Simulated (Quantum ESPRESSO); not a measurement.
Runs of Quantum ESPRESSO 7.5 on PbO (Litharge). The structure is tetragonal, space group P4/nmm (No. 129). The conventional cell has a = 3.990 Å, b = 3.990 Å, c = 5.010 Å, α = 90.00°, β = 90.00°, γ = 90.00°. Pb (site symmetry 4mm) is surrounded by 4 O at 2.33 Å. O (site symmetry -4m2) has 4 Pb at 2.33 Å as nearest neighbours. 

| task | level | potentials or basis | cell | k mesh | cutoff (eV) | SCF threshold | symmetry | form of the LDA correlation | mesh quality | gap on the mesh (eV) | pressure (GPa) | V0 of scaled cells (Å³/atom) | B0 (GPa) | largest force (eV/Å) |
| --- | --- | --- | --- | --- | --- | --- | --- | --- | --- | --- | --- | --- | --- | --- |
| equation of state | PBEsol | GBRV 1.5 PBEsol | as given | 7 × 7 × 6 | 612 | 8e-10 Ry | - | - | not flagged | - | - | 19.67 | 84 | - |
| single point | PBEsol | GBRV 1.5 PBEsol | atoms moved at random, drawn with an rms of 0.05 Å | 7 × 7 × 6 | 612 | 8e-10 Ry | - | - | not flagged | 1.33 | -1.6 | - | - | 0.60 |
| single point | PBEsol | GBRV 1.5 PBEsol | as given | 7 × 7 × 6 | 612 | 8e-10 Ry | - | - | not flagged | 1.38 | (a) | - | - | (c) |
| equation of state | r2SCAN | SG15 PBE 1.2 | as given | 3 × 3 × 2 | 1197 | 1e-08 Ry | off | - | coarse | - | - | (b) | 88 | - |
| equation of state | LDA | GBRV 1.5 LDA | as given | 7 × 7 × 6 | 612 | 8e-10 Ry | - | PZ81 | not flagged | - | - | 19.06 | 93 | - |

Alike in all rows: no spin polarisation; smearing fermi-dirac 0.05 eV.

Task: Estimate the missing entries.

Result: (a) -1.2; (b) 19.79; (c) 0.36.

Caveats: some runs use coarse meshes; the cell was scaled at fixed shape and fractional positions, which overstates the stiffness of a crystal with free parameters, most of all of layers and chains (some runs); spin-orbit coupling is left out, which as a rule narrows the gap of such compounds by several tenths of an eV (some runs); an odd mesh through Γ misses points on the zone boundary, where band edges often lie (some runs); the potentials were made for another functional, which shifts forces and pressure (some runs).

A k mesh can miss the band edges, and the runs leave out spin-orbit coupling on Pb.
